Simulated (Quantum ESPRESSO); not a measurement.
# CdSe (Cadmoselite) (P6_3mc) in Quantum ESPRESSO: reference runs

How does CdSe (Cadmoselite) come out in PBE? The cell is run as given and disturbed.

Program: Quantum ESPRESSO 7.5. These are calculated values, not measurements. Logs are shortened: lines on timing, memory, paths and dates and some standing lists are left out, and cuts for length are marked.

**Experimental background.**

A printed reference work, data compilation reports, for a bulk crystal of CdSe at 2 K: band gap 1.841 eV.

The results are compared with them further down.

**1. The crystal as given**

Symmetry: P6_3mc, No. 186, hexagonal system. The conventional cell has a = 4.300 Å, b = 4.300 Å, c = 7.020 Å, α = 90.00°, β = 90.00°, γ = 120.00°. Cd (site symmetry 3m) has 4 Se at 2.61 to 2.70 Å as nearest neighbours. Se (site symmetry 3m) is surrounded by 4 Cd at 2.61 to 2.70 Å.

**2. Single point, PBE**

pw.in reads:

```
&CONTROL
  calculation = 'scf'
  prefix = 'pwscf'
  outdir = './tmp'
  pseudo_dir = './pseudo'
  tprnfor = .true.
  tstress = .true.
  disk_io = 'nowf'
/
&SYSTEM
  ibrav = 0
  nat = 4
  ntyp = 2
  ecutwfc = 60
  ecutrho = 480
  nbnd = 26
  occupations = 'smearing'
  smearing = 'fd'
  degauss = 0.00367493
/
&ELECTRONS
  conv_thr = 8d-10
  electron_maxstep = 120
  mixing_beta = 0.5
/
ATOMIC_SPECIES
Cd   112.4140 Cd.pbe-dn-rrkjus_psl.0.3.1.UPF
Se    78.9710 Se_pbe_v1.uspp.F.UPF
CELL_PARAMETERS angstrom
   4.3000000000    0.0000000000    0.0000000000
  -2.1500000000    3.7239092363    0.0000000000
   0.0000000000    0.0000000000    7.0200000000
ATOMIC_POSITIONS crystal
Cd     0.6666666667    0.3333333333    0.5000000000
Cd     0.3333333333    0.6666666667    0.0000000000
Se     0.6666666667    0.3333333333    0.8850000000
Se     0.3333333333    0.6666666667    0.3850000000
K_POINTS automatic
7 7 4 0 0 0
```

Potentials or basis: SSSP 1.3 efficiency PBE.

Launch:

```sh
OMP_NUM_THREADS=1 pw.x -in pw.in > pw.out
```

pw.out:

```text
This program is part of the open-source Quantum ESPRESSO suite
     for quantum simulation of materials; please cite
         "P. Giannozzi et al., J. Phys.:Condens. Matter 21 395502 (2009);
         "P. Giannozzi et al., J. Phys.:Condens. Matter 29 465901 (2017);
         "P. Giannozzi et al., J. Chem. Phys. 152 154105 (2020);
     in publications or presentations arising from this work. More details at

     file Cd.pbe-dn-rrkjus_psl.0.3.1.UPF: wavefunction(s)  4D renormalized
     Message from routine setup:
     using ibrav=0 with symmetry is DISCOURAGED, use correct ibrav instead

     G-vector sticks info
     --------------------
     sticks:   dense  smooth     PW     G-vecs:    dense   smooth      PW
     Sum        2185    1099    313               134601    47531    7271

     Using Slab Decomposition

     bravais-lattice index     =            0
     lattice parameter (alat)  =       8.1258  a.u.
     unit-cell volume          =     758.5798 (a.u.)^3
     number of atoms/cell      =            4
     number of atomic types    =            2
     number of electrons       =        36.00
     number of Kohn-Sham states=           26
     kinetic-energy cutoff     =      60.0000  Ry
     charge density cutoff     =     480.0000  Ry
     scf convergence threshold =      8.0E-10
     mixing beta               =       0.5000
     number of iterations used =            8  plain     mixing
     Exchange-correlation= SLA  PW   PBE  PBE
                           (   1   4   3   4   0   0   0)

     celldm(1)=   8.125822  celldm(2)=   0.000000  celldm(3)=   0.000000
     celldm(4)=   0.000000  celldm(5)=   0.000000  celldm(6)=   0.000000

     crystal axes: (cart. coord. in units of alat)
               a(1) = (   1.000000   0.000000   0.000000 )
               a(2) = (  -0.500000   0.866025   0.000000 )
               a(3) = (   0.000000   0.000000   1.632558 )

     reciprocal axes: (cart. coord. in units 2 pi/alat)
               b(1) = (  1.000000  0.577350 -0.000000 )
               b(2) = (  0.000000  1.154701  0.000000 )
               b(3) = (  0.000000 -0.000000  0.612536 )

     PseudoPot. # 1 for Cd read from file:
     Cd.pbe-dn-rrkjus_psl.0.3.1.UPF
     Pseudo is Ultrasoft + core correction, Zval = 12.0
     Generated using "atomic" code by A. Dal Corso  v.5.0.99 svn rev. 10869
     Using radial grid of 1239 points,  6 beta functions with:
                l(1) =   0
                l(2) =   0
                l(3) =   1
                l(4) =   1
                l(5) =   2
                l(6) =   2
     Q(r) pseudized with 0 coefficients

     PseudoPot. # 2 for Se read from file:
     Se_pbe_v1.uspp.F.UPF
     Pseudo is Ultrasoft + core correction, Zval =  6.0
     Generated by new atomic code, or converted to UPF format
     Using radial grid of  877 points,  6 beta functions with:
                l(1) =   0
                l(2) =   0
                l(3) =   1
                l(4) =   1
                l(5) =   2
                l(6) =   2
     Q(r) pseudized with  8 coefficients,  rinner =    1.300   1.300   1.300
                                                       1.300   1.300

     atomic species   valence    mass     pseudopotential
     Cd               12.00   112.41400     Cd( 1.00)
     Se                6.00    78.97100     Se( 1.00)

     12 Sym. Ops. (no inversion) found ( 6 have fractional translation)

   Cartesian axes

     site n.     atom                  positions (alat units)
         1        Cd     tau(   1) = (   0.5000000   0.2886751   0.8162791  )
         2        Cd     tau(   2) = (  -0.0000000   0.5773503   0.0000000  )
         3        Se     tau(   3) = (   0.5000000   0.2886751   1.4448140  )
         4        Se     tau(   4) = (  -0.0000000   0.5773503   0.6285349  )

     number of k points=    24  Fermi-Dirac smearing, width (Ry)=  0.0037
                       cart. coord. in units 2pi/alat
        k(    1) = (   0.0000000   0.0000000   0.0000000), wk =   0.0102041
        k(    2) = (   0.0000000   0.0000000   0.1531339), wk =   0.0204082
        k(    3) = (   0.0000000   0.0000000  -0.3062678), wk =   0.0102041
        k(    4) = (   0.0000000   0.1649572   0.0000000), wk =   0.0612245
        k(    5) = (   0.0000000   0.1649572   0.1531339), wk =   0.1224490
        k(    6) = (   0.0000000   0.1649572  -0.3062678), wk =   0.0612245
[... 16 lines left out ...]
        k(   23) = (   0.2857143   0.4948717   0.1531339), wk =   0.1224490
        k(   24) = (   0.2857143   0.4948717  -0.3062678), wk =   0.0612245

     Dense  grid:   134601 G-vectors     FFT dimensions: (  60,  60,  96)

     Smooth grid:    47531 G-vectors     FFT dimensions: (  45,  45,  72)

     Initial potential from superposition of free atoms

     starting charge      35.9901, renormalised to      36.0000
     Starting wfcs are   26 randomized atomic wfcs

     Self-consistent Calculation

     iteration #  1     ecut=    60.00 Ry     beta= 0.50
     Davidson diagonalization with overlap
     ethr =  1.00E-02,  avg # of iterations =  4.6

     Threshold (ethr) on eigenvalues was too large:
     Diagonalizing with lowered threshold

     Davidson diagonalization with overlap
     ethr =  3.35E-04,  avg # of iterations =  3.1

     total energy              =    -331.85146484 Ry
     estimated scf accuracy    <       0.12115570 Ry

     iteration #  2     ecut=    60.00 Ry     beta= 0.50
     Davidson diagonalization with overlap
     ethr =  3.37E-04,  avg # of iterations =  2.0

     total energy              =    -331.87525825 Ry
     estimated scf accuracy    <       0.00757908 Ry

     iteration #  3     ecut=    60.00 Ry     beta= 0.50
     Davidson diagonalization with overlap
     ethr =  2.11E-05,  avg # of iterations =  6.1

     total energy              =    -331.87651220 Ry
     estimated scf accuracy    <       0.00123884 Ry

     iteration #  4     ecut=    60.00 Ry     beta= 0.50
     Davidson diagonalization with overlap
     ethr =  3.44E-06,  avg # of iterations =  4.2

     total energy              =    -331.87670615 Ry
     estimated scf accuracy    <       0.00016229 Ry

     iteration #  5     ecut=    60.00 Ry     beta= 0.50
     Davidson diagonalization with overlap
     ethr =  4.51E-07,  avg # of iterations =  5.0

     total energy              =    -331.87675462 Ry
     estimated scf accuracy    <       0.00000503 Ry

     iteration #  6     ecut=    60.00 Ry     beta= 0.50
     Davidson diagonalization with overlap
     ethr =  1.40E-08,  avg # of iterations = 10.2

     total energy              =    -331.87676878 Ry
     estimated scf accuracy    <       0.00000093 Ry

     iteration #  7     ecut=    60.00 Ry     beta= 0.50
     Davidson diagonalization with overlap
     ethr =  2.59E-09,  avg # of iterations =  4.1

     total energy              =    -331.87676921 Ry
     estimated scf accuracy    <       0.00000011 Ry

     iteration #  8     ecut=    60.00 Ry     beta= 0.50
     Davidson diagonalization with overlap
     ethr =  3.07E-10,  avg # of iterations =  5.7

     total energy              =    -331.87676926 Ry
     estimated scf accuracy    <       0.00000003 Ry

     iteration #  9     ecut=    60.00 Ry     beta= 0.50
     Davidson diagonalization with overlap
     ethr =  7.48E-11,  avg # of iterations =  3.2

     End of self-consistent calculation

          k = 0.0000 0.0000 0.0000 (  5907 PWs)   bands (ev):

    -7.4749  -7.1047  -2.7160  -2.7160  -2.6592  -2.6592  -2.6523  -2.3496
    -2.3496  -2.2836  -2.2836  -2.0059   0.8788   4.4160   4.4160   5.1281
     5.1416   5.1416   5.8190   7.2387  11.0057  11.0057  11.2612  12.1237
    12.1237  12.8451

          k = 0.0000 0.0000 0.1531 (  5919 PWs)   bands (ev):

    -7.4206  -7.1583  -2.7098  -2.7098  -2.6697  -2.6697  -2.6117  -2.3381
    -2.3381  -2.2914  -2.2914  -2.1897   1.3921   3.9629   4.5150   4.5150
     5.0273   5.0273   6.8501   7.3423  10.8189  11.0897  11.0897  11.8492
    11.8492  12.1057

          k = 0.0000 0.0000-0.3063 (  5960 PWs)   bands (ev):

    -7.2892  -7.2892  -2.6919  -2.6919  -2.6919  -2.6919  -2.4619  -2.4619
    -2.3130  -2.3130  -2.3130  -2.3130   2.5638   2.5638   4.7636   4.7636
     4.7636   4.7636   7.4565   7.4565  10.9502  10.9502  11.3861  11.3861
    11.3861  11.3861

          k = 0.0000 0.1650 0.0000 (  5913 PWs)   bands (ev):

    -7.4114  -7.0739  -2.6893  -2.6793  -2.6305  -2.6254  -2.6173  -2.3612
    -2.3508  -2.3051  -2.2797  -1.9720   1.0018   3.5503   3.9425   4.1580
     4.9766   4.9916   6.9389   8.0551  10.4860  11.3375  11.3977  11.8973
    12.4787  12.6111

          k = 0.0000 0.1650 0.1531 (  5939 PWs)   bands (ev):

    -7.3612  -7.1221  -2.6817  -2.6741  -2.6379  -2.6365  -2.5831  -2.3462
    -2.3392  -2.3264  -2.2889  -2.1297   1.4560   3.4186   3.7440   4.2676
     4.7042   4.8446   7.4887   8.1438  10.4097  10.9341  11.3607  11.4554
    12.3210  12.4033

          k = 0.0000 0.1650-0.3063 (  5948 PWs)   bands (ev):

    -7.2407  -7.2407  -2.6608  -2.6608  -2.6582  -2.6582  -2.4561  -2.4561
    -2.3129  -2.3129  -2.2919  -2.2919   2.4424   2.4424   4.1576   4.1576
     4.5451   4.5451   8.1671   8.1671  10.3030  10.3030  11.6388  11.6388
    11.8143  11.8143

          k = 0.0000 0.3299 0.0000 (  5947 PWs)   bands (ev):

    -7.2594  -7.0112  -2.6358  -2.6230  -2.5485  -2.5246  -2.4961  -2.3846
    -2.3409  -2.3265  -2.2708  -1.9004   1.1942   2.3528   2.7014   3.6615
     4.5579   4.6136   7.9368   8.5829  10.3230  10.9529  11.7730  12.3694
    12.7908  13.1510

          k = 0.0000 0.3299 0.1531 (  5942 PWs)   bands (ev):

    -7.2209  -7.0450  -2.6233  -2.6156  -2.5614  -2.5540  -2.4705  -2.3796
    -2.3315  -2.3127  -2.2821  -2.0185   1.3702   2.2365   2.9121   3.7868
     4.4477   4.4566   7.9528   8.7102  10.3348  10.4401  11.9762  12.0354
    12.5692  13.4259

          k = 0.0000 0.3299-0.3063 (  5938 PWs)   bands (ev):

    -7.1306  -7.1306  -2.5926  -2.5926  -2.5902  -2.5902  -2.4244  -2.4244
    -2.3077  -2.3077  -2.2052  -2.2052   1.7732   1.7732   3.7547   3.7547
     4.1063   4.1063   8.4717   8.4717  10.1000  10.1000  12.0188  12.0188
    12.6854  12.6854

          k = 0.0000 0.4949 0.0000 (  5964 PWs)   bands (ev):

    -7.1188  -6.9773  -2.6032  -2.6022  -2.4882  -2.4425  -2.4060  -2.3915
    -2.3160  -2.2613  -2.1522  -1.8907   0.9542   1.5495   2.4945   3.3134
     4.0083   4.3375   8.3208   8.4605  10.0055  11.1839  11.7983  12.8453
    13.0658  14.3222
[... 52 lines left out ...]
    -7.0619  -7.0619  -2.5699  -2.5699  -2.5442  -2.5442  -2.4000  -2.4000
    -2.3062  -2.3062  -2.0844  -2.0844   1.3122   1.3122   3.4425   3.4425
     3.9174   3.9174   8.7159   8.7159  10.2596  10.2596  11.8340  11.8340
    12.8903  12.8903

          k = 0.1429 0.5774 0.0000 (  5966 PWs)   bands (ev):

    -7.0721  -6.9769  -2.6135  -2.5670  -2.4791  -2.4321  -2.3953  -2.3767
    -2.3245  -2.2758  -2.0244  -1.9027   0.9784   1.4163   2.5226   2.9982
     3.7776   3.8998   8.9139   9.1766   9.8427  11.2523  11.5591  12.8381
    13.3233  14.2081

          k = 0.1429 0.5774 0.1531 (  5961 PWs)   bands (ev):

    -7.0547  -6.9873  -2.5922  -2.5670  -2.4948  -2.4853  -2.3876  -2.3593
    -2.3191  -2.2886  -2.0075  -1.9211   0.8924   1.2089   2.7760   3.3361
     3.6589   4.0499   8.4641   9.1668  10.3618  10.4229  11.2966  12.9330
    13.1942  14.1348

          k = 0.1429 0.5774-0.3063 (  5964 PWs)   bands (ev):

    -7.0175  -7.0175  -2.5510  -2.5510  -2.5357  -2.5357  -2.3687  -2.3687
    -2.3064  -2.3064  -1.9654  -1.9654   0.9326   0.9326   3.2167   3.2167
     3.9895   3.9895   8.5357   8.5357  10.2492  10.2492  12.0011  12.0011
    13.5200  13.5200

          k = 0.2857 0.4949 0.0000 (  5968 PWs)   bands (ev):

    -7.0478  -6.9812  -2.6234  -2.5182  -2.4705  -2.4695  -2.3675  -2.3599
    -2.3441  -2.2997  -2.0114  -1.8519   1.1537   1.4269   2.2321   2.9940
     3.4765   3.6834   9.5628   9.6222  10.0259  11.5550  11.8932  12.3180
    12.6546  13.8442

          k = 0.2857 0.4949 0.1531 (  5973 PWs)   bands (ev):

    -7.0345  -6.9873  -2.5980  -2.5291  -2.4943  -2.4860  -2.3705  -2.3645
    -2.3311  -2.3140  -1.9860  -1.8734   1.0432   1.2467   2.3793   3.2403
     3.4364   3.9618   9.1148   9.5620  10.1857  11.1923  11.3281  12.0462
    13.2225  13.7085

          k = 0.2857 0.4949-0.3063 (  5970 PWs)   bands (ev):

    -7.0073  -7.0073  -2.5425  -2.5425  -2.5231  -2.5231  -2.3715  -2.3715
    -2.3239  -2.3239  -1.9280  -1.9280   1.0265   1.0265   2.7823   2.7823
     4.0423   4.0423   8.8956   8.8956  10.8966  10.8966  11.4347  11.4347
    13.2058  13.2058

     the Fermi energy is     5.5133 ev

!    total energy              =    -331.87676928 Ry
     estimated scf accuracy    <          5.0E-10 Ry
     smearing contrib. (-TS)   =      -0.00000135 Ry
     internal energy E=F+TS    =    -331.87676792 Ry

     The total energy is F=E-TS. E is the sum of the following terms:
     one-electron contribution =    -102.47995656 Ry
     hartree contribution      =      79.38758177 Ry
     xc contribution           =    -145.29052808 Ry
     ewald contribution        =    -163.49386505 Ry

     convergence has been achieved in   9 iterations

     Forces acting on atoms (cartesian axes, Ry/au):

     atom    1 type  1   force =     0.00000000   -0.00000000    0.01113367
     atom    2 type  1   force =    -0.00000000    0.00000000    0.01113367
     atom    3 type  2   force =    -0.00000000   -0.00000000   -0.01113367
     atom    4 type  2   force =     0.00000000    0.00000000   -0.01113367

     Total force =     0.022267     Total SCF correction =     0.000011

     Computing stress (Cartesian axis) and pressure

          total   stress  (Ry/bohr**3)                   (kbar)     P=       30.46
   0.00025367  -0.00000000   0.00000000           37.32       -0.00        0.00
   0.00000000   0.00025367   0.00000000            0.00       37.32        0.00
   0.00000000   0.00000000   0.00011384            0.00        0.00       16.75

=------------------------------------------------------------------------------=
   JOB DONE.
=------------------------------------------------------------------------------=
```

Run time: 1.9 min. Hardware: 1 thread of Arm Neoverse V1, shared host; peak memory 0.56 GiB.

Results:

```
Free energy            : -4515.4135 eV
Pressure               : 3.0 GPa
Largest force          : 0.286 eV/Å
Band gap on the k mesh : 0.68 eV, direct
```

Forces in eV/Å, atoms in the order of the input:
```
Cd   0.000  0.000  0.286
Cd   0.000  0.000  0.286
Se   0.000  0.000 -0.286
Se   0.000  0.000 -0.286
```

Levels at points of the mesh, in eV from the valence-band top:
```csv
k point,band 15,band 16,band 17,band 18,band 19,band 20,band 21,band 22
"(0.00, 0.00, 0.00)",-0.73,-0.01,0.00,0.00,0.68,2.10,5.86,5.86
"(0.00, 0.00, -0.50)",-0.38,-0.38,-0.38,-0.38,2.31,2.31,5.81,5.81
```

[end of part 1 of 2]
